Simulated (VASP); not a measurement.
# SnTe (F-43m) in VASP: a series of runs, part 2 of 2

VASP 6.6.1. The steps go on from the part before.

## Step 5: Equation of state, PBEsol, 48.03 Å³/atom (volume scaled by 1.02)

Contents of INCAR:

```
  ALGO = Normal
  EDIFF = 1E-7
  ENCUT = 520
  GGA = PS
  ISIF = 2
  ISMEAR = -1
  LASPH = T
  LCHARG = F
  LREAL = F
  LWAVE = F
  NBANDS = 17
  NELM = 100
  PREC = Accurate
  SIGMA = 0.05
```

Contents of KPOINTS:

```
k-points
0
Gamma
  7 7 7
```

Contents of POSCAR:

```
SnTe
1.0
    0.0000000000      3.6350615711      3.6350615711
    3.6350615711      0.0000000000      3.6350615711
    3.6350615711      3.6350615711      0.0000000000
Te Sn
1 1
Direct
    0.2500000000      0.2500000000      0.2500000000
    0.0000000000      0.0000000000      0.0000000000
```

Started as:

```console
$ cat potpaw_PBE.64/Te/POTCAR potpaw_PBE.64/Sn_d/POTCAR > POTCAR
$ mpirun -np 1 vasp_std > vasp.out
```

It took 33 s on 1 thread of Intel Xeon Platinum 8259CL at 2.50GHz (Skylake/Cascade Lake), shared host; peak memory 0.25 GiB.

Results (log left out):

| Item | Value |
| --- | --- |
| Free energy | -7.5844 eV |
| Pressure | -1.8 GPa |
| Band gap on the k mesh | 0.33 eV, indirect (least direct gap 0.81 eV) |

Caveat: the PAW data sets were made with another functional, which shifts forces and pressure a little; spin-orbit coupling is left out, which moves the levels of the heavy elements; an odd mesh through Γ misses points on the zone boundary, where band edges often lie.

## Step 6: Equation of state, PBEsol, 48.97 Å³/atom (volume scaled by 1.04)

INCAR is that of step 5.

KPOINTS is that of step 5.

Contents of POSCAR:

```
SnTe
1.0
    0.0000000000      3.6586665285      3.6586665285
    3.6586665285      0.0000000000      3.6586665285
    3.6586665285      3.6586665285      0.0000000000
Te Sn
1 1
Direct
    0.2500000000      0.2500000000      0.2500000000
    0.0000000000      0.0000000000      0.0000000000
```

Potentials or basis: VASP PAW PBE potentials, release 64 (Te, Sn_d).

Started as:

```console
$ cat potpaw_PBE.64/Te/POTCAR potpaw_PBE.64/Sn_d/POTCAR > POTCAR
$ mpirun -np 1 vasp_std > vasp.out
```

Run time: 32 s. Hardware: 1 thread of Intel Xeon Platinum 8259CL at 2.50GHz (Skylake/Cascade Lake), shared host; peak memory 0.25 GiB.

Results (log left out):

```yaml
Free_energy: -7.5614 eV
Pressure: -2.2 GPa
Band_gap_on_the_k_mesh: 0.37 eV, indirect (least direct gap 0.83 eV)
```

Caveat: the PAW data sets were made with another functional, which shifts forces and pressure a little; spin-orbit coupling is left out, which moves the levels of the heavy elements; an odd mesh through Γ misses points on the zone boundary, where band edges often lie.

## Step 7: Equation of state, PBEsol, 49.92 Å³/atom (volume scaled by 1.06)

INCAR is that of step 6.

KPOINTS is that of step 6.

Contents of POSCAR:

```
SnTe
1.0
    0.0000000000      3.6819707652      3.6819707652
    3.6819707652      0.0000000000      3.6819707652
    3.6819707652      3.6819707652      0.0000000000
Te Sn
1 1
Direct
    0.2500000000      0.2500000000      0.2500000000
    0.0000000000      0.0000000000      0.0000000000
```

Started as:

```console
$ cat potpaw_PBE.64/Te/POTCAR potpaw_PBE.64/Sn_d/POTCAR > POTCAR
$ mpirun -np 1 vasp_std > vasp.out
```

Wall time 30 s (1 thread of Intel Xeon Platinum 8259CL at 2.50GHz (Skylake/Cascade Lake), shared host); peak memory 0.25 GiB.

It converged, with:

```
Free energy            : -7.5342 eV
Pressure               : -2.5 GPa
Band gap on the k mesh : 0.41 eV, indirect (least direct gap 0.85 eV)
```

Caveat: the PAW data sets were made with another functional, which shifts forces and pressure a little; spin-orbit coupling is left out, which moves the levels of the heavy elements; an odd mesh through Γ misses points on the zone boundary, where band edges often lie.

## Step 8: Equation of state, PBEsol

Potentials or basis: VASP PAW PBE potentials, release 64 (Te, Sn_d).

This step only gathers the single runs of the series.

Results:

- Equilibrium volume: 44.48 Å³/atom
- Bulk modulus: 27 GPa
- Pressure derivative of the bulk modulus: 3.7

Energy against volume, from the lowest point:
```
volume (Å³/atom)  energy (meV/atom)
          44.265               0.00
          45.207               0.87
          46.149               4.80
          47.091              11.51
          48.033              20.74
          48.974              32.25
          49.916              45.82
```

Caveat: the PAW data sets were made with another functional, which shifts forces and pressure a little. The run has no spin-orbit coupling, so splittings on Te are missing.

## Step 9: Equation of state, PBE, 44.27 Å³/atom (volume scaled by 0.94)

Contents of INCAR:

```
PREC = Accurate
ENCUT = 520
EDIFF = 1E-7
ISMEAR = -1
SIGMA = 0.05
LREAL = False
LASPH = True
NELM = 100
ALGO = Normal
ISIF = 2
LWAVE = False
LCHARG = False
GGA = PE
NBANDS = 17
```

Contents of KPOINTS:

```
regular mesh
0
Gamma
  7 7 7
```

Contents of POSCAR:

```
SnTe
1.0
    0.0000000000      3.5374284581      3.5374284581
    3.5374284581      0.0000000000      3.5374284581
    3.5374284581      3.5374284581      0.0000000000
Te Sn
1 1
Direct
    0.2500000000      0.2500000000      0.2500000000
    0.0000000000      0.0000000000      0.0000000000
```

Potentials or basis: VASP PAW PBE potentials, release 64 (Te, Sn_d).

Started as:

```console
$ cat potpaw_PBE.64/Te/POTCAR potpaw_PBE.64/Sn_d/POTCAR > POTCAR
$ mpirun -np 1 vasp_std > vasp.out
```

Wall time 35 s (1 thread of Intel Xeon 6975P-C (Granite Rapids), shared host); peak memory 0.23 GiB.

Results (log left out):

```
Free energy            : -7.0383 eV
Pressure               : 1.6 GPa
Band gap on the k mesh : 0.18 eV, indirect (least direct gap 0.76 eV)
```

Caveat: spin-orbit coupling is left out, which moves the levels of the heavy elements; an odd mesh through Γ misses points on the zone boundary, where band edges often lie.

## Step 10: Equation of state, PBE, 45.21 Å³/atom (volume scaled by 0.96)

Contents of INCAR:

```
SYSTEM = SnTe
PREC = Accurate
ENCUT = 520
EDIFF = 1E-7
ISMEAR = -1
SIGMA = 0.05
LREAL = .False.
LASPH = .True.
NELM = 100
ALGO = Normal
ISIF = 2
LWAVE = .False.
LCHARG = .False.
GGA = PE
NBANDS = 17
```

Contents of KPOINTS:

```
regular mesh
0
Gamma
  7 7 7
  0 0 0
```

Contents of POSCAR:

```
SnTe
1.0
    0.0000000000      3.5623407469      3.5623407469
    3.5623407469      0.0000000000      3.5623407469
    3.5623407469      3.5623407469      0.0000000000
Te Sn
1 1
Direct
    0.2500000000      0.2500000000      0.2500000000
    0.0000000000      0.0000000000      0.0000000000
```

Started as:

```console
$ cat potpaw_PBE.64/Te/POTCAR potpaw_PBE.64/Sn_d/POTCAR > POTCAR
$ mpirun -np 1 vasp_std > vasp.out
```

Run time: 41 s. Hardware: 1 thread of Intel Xeon 6975P-C (Granite Rapids), shared host; peak memory 0.24 GiB.

It converged, with:

| Quantity | Value |
| --- | --- |
| Free energy | -7.0539 eV |
| Pressure | 1.0 GPa |
| Band gap on the k mesh | 0.23 eV, indirect (least direct gap 0.78 eV) |

Caveat: spin-orbit coupling is left out, which moves the levels of the heavy elements; an odd mesh through Γ misses points on the zone boundary, where band edges often lie.

## Step 11: Equation of state, PBE, 46.15 Å³/atom (volume scaled by 0.98)

Contents of INCAR:

```
SYSTEM = SnTe
  PREC = Accurate
  ENCUT = 520
  EDIFF = 1E-7
  ISMEAR = -1
  SIGMA = 0.05
  LREAL = .False.
  LASPH = .True.
  NELM = 60
  ALGO = Normal
  ISIF = 2
  LWAVE = .False.
  LCHARG = .False.
  GGA = PE
  NBANDS = 17
```

Contents of KPOINTS:

```
Automatic mesh
0
Gamma
  7 7 7
  0 0 0
```

Contents of POSCAR:

```
SnTe
1.0
    0.0000000000      3.5869093905      3.5869093905
    3.5869093905      0.0000000000      3.5869093905
    3.5869093905      3.5869093905      0.0000000000
Te Sn
1 1
Direct
    0.2500000000      0.2500000000      0.2500000000
    0.0000000000      0.0000000000      0.0000000000
```

Started as:

```console
$ cat potpaw_PBE.64/Te/POTCAR potpaw_PBE.64/Sn_d/POTCAR > POTCAR
$ mpirun -np 1 vasp_std > vasp.out
```

Wall time 36 s (1 thread of Intel Xeon 6975P-C (Granite Rapids), shared host); peak memory 0.24 GiB.

It converged, with:

| Quantity | Value |
| --- | --- |
| Free energy | -7.0626 eV |
| Pressure | 0.4 GPa |
| Band gap on the k mesh | 0.28 eV, indirect (least direct gap 0.80 eV) |

Caveat: spin-orbit coupling is left out, which moves the levels of the heavy elements; an odd mesh through Γ misses points on the zone boundary, where band edges often lie.

## Step 12: Equation of state, PBE, 48.03 Å³/atom (volume scaled by 1.02)

Contents of INCAR:

```
SYSTEM = SnTe
PREC     = Accurate       ! precision mode
ENCUT    = 520            ! plane-wave cutoff, eV
EDIFF    = 1E-7           ! SCF threshold, eV
ISMEAR   = -1             ! smearing method
SIGMA    = 0.05           ! smearing width, eV
LREAL    = .FALSE.        ! projectors in reciprocal space
LASPH    = .TRUE.         ! aspherical terms in the spheres
NELM     = 100            ! most SCF steps
ALGO     = Normal         ! electronic algorithm
ISIF     = 2              ! what is computed and relaxed
LWAVE    = .FALSE.        ! write WAVECAR
LCHARG   = .FALSE.        ! write CHGCAR
GGA      = PE             ! functional
NBANDS   = 17             ! bands
```

Contents of KPOINTS:

```
regular mesh
0
G
  7 7 7
  0 0 0
```

Contents of POSCAR:

```
SnTe
1.0
    0.0000000000      3.6350615711      3.6350615711
    3.6350615711      0.0000000000      3.6350615711
    3.6350615711      3.6350615711      0.0000000000
Te Sn
1 1
Direct
    0.2500000000      0.2500000000      0.2500000000
    0.0000000000      0.0000000000      0.0000000000
```

Potentials or basis: VASP PAW PBE potentials, release 64 (Te, Sn_d).

Started as:

```console
$ cat potpaw_PBE.64/Te/POTCAR potpaw_PBE.64/Sn_d/POTCAR > POTCAR
$ mpirun -np 1 vasp_std > vasp.out
```

Wall time 37 s (1 thread of Intel Xeon 6975P-C (Granite Rapids), shared host); peak memory 0.23 GiB.

It converged, with:

```yaml
Free_energy: -7.0617 eV
Pressure: -0.5 GPa
Band_gap_on_the_k_mesh: 0.38 eV, indirect (least direct gap 0.85 eV)
```

Caveat: spin-orbit coupling is left out, which moves the levels of the heavy elements; an odd mesh through Γ misses points on the zone boundary, where band edges often lie.

## Step 13: Equation of state, PBE, 48.97 Å³/atom (volume scaled by 1.04)

Contents of INCAR:

```
ALGO     = Normal         # electronic algorithm
EDIFF    = 1E-7           # SCF threshold, eV
ENCUT    = 520            # plane-wave cutoff, eV
GGA      = PE             # functional
ISIF     = 2              # what is computed and relaxed
ISMEAR   = -1             # smearing method
LASPH    = True           # aspherical terms in the spheres
LCHARG   = False          # write CHGCAR
LREAL    = False          # projectors in reciprocal space
LWAVE    = False          # write WAVECAR
NBANDS   = 17             # bands
NELM     = 60             # most SCF steps
PREC     = Accurate       # precision mode
SIGMA    = 0.05           # smearing width, eV
```

Contents of KPOINTS:

```
k-points
0
Gamma
  7 7 7
```

Contents of POSCAR:

```
SnTe
1.0
    0.0000000000      3.6586665285      3.6586665285
    3.6586665285      0.0000000000      3.6586665285
    3.6586665285      3.6586665285      0.0000000000
Te Sn
1 1
Direct
    0.2500000000      0.2500000000      0.2500000000
    0.0000000000      0.0000000000      0.0000000000
```

Started as:

```console
$ cat potpaw_PBE.64/Te/POTCAR potpaw_PBE.64/Sn_d/POTCAR > POTCAR
$ mpirun -np 1 vasp_std > vasp.out
```

Run time: 38 s. Hardware: 1 thread of Intel Xeon 6975P-C (Granite Rapids), shared host; peak memory 0.25 GiB.

Results (log left out):

| Property | Result |
| --- | --- |
| Free energy | -7.0532 eV |
| Pressure | -0.9 GPa |
| Band gap on the k mesh | 0.42 eV, indirect (least direct gap 0.86 eV) |

Caveat: spin-orbit coupling is left out, which moves the levels of the heavy elements; an odd mesh through Γ misses points on the zone boundary, where band edges often lie.

## Step 14: Equation of state, PBE, 49.92 Å³/atom (volume scaled by 1.06)

Contents of INCAR:

```
SYSTEM = SnTe
PREC = Accurate ; ENCUT = 520
EDIFF = 1E-7 ; ISMEAR = -1
SIGMA = 0.05 ; LREAL = .False.
LASPH = .True. ; NELM = 100
ALGO = Normal ; ISIF = 2
LWAVE = .False. ; LCHARG = .False.
GGA = PE ; NBANDS = 17
```

Contents of KPOINTS:

```
regular mesh
0
Gamma
  7 7 7
  0 0 0
```

Contents of POSCAR:

```
SnTe
1.0
    0.0000000000      3.6819707652      3.6819707652
    3.6819707652      0.0000000000      3.6819707652
    3.6819707652      3.6819707652      0.0000000000
Te Sn
1 1
Direct
    0.2500000000      0.2500000000      0.2500000000
    0.0000000000      0.0000000000      0.0000000000
```

Started as:

```console
$ cat potpaw_PBE.64/Te/POTCAR potpaw_PBE.64/Sn_d/POTCAR > POTCAR
$ mpirun -np 1 vasp_std > vasp.out
```

Run time: 38 s. Hardware: 1 thread of Intel Xeon 6975P-C (Granite Rapids), shared host; peak memory 0.25 GiB.

The run converged. Its results:

```
Free energy            : -7.0400 eV
Pressure               : -1.3 GPa
Band gap on the k mesh : 0.46 eV, indirect (least direct gap 0.88 eV)
```

Caveat: spin-orbit coupling is left out, which moves the levels of the heavy elements; an odd mesh through Γ misses points on the zone boundary, where band edges often lie.

## Step 15: Equation of state, PBE

Potentials or basis: VASP PAW PBE potentials, release 64 (Te, Sn_d).

No new run: the results of the series are fitted here.

What came out:

| Item | Value |
| --- | --- |
| Equilibrium volume | 47.00 Å³/atom |
| Bulk modulus | 24 GPa |
| Pressure derivative of the bulk modulus | 3.8 |

Energy against volume, from the lowest point:
| volume (Å³/atom) | energy (meV/atom) |
| --- | --- |
| 44.265 | 13.35 |
| 45.207 | 5.55 |
| 46.149 | 1.20 |
| 47.091 | 0.00 |
| 48.033 | 1.66 |
| 48.974 | 5.91 |
| 49.916 | 12.51 |
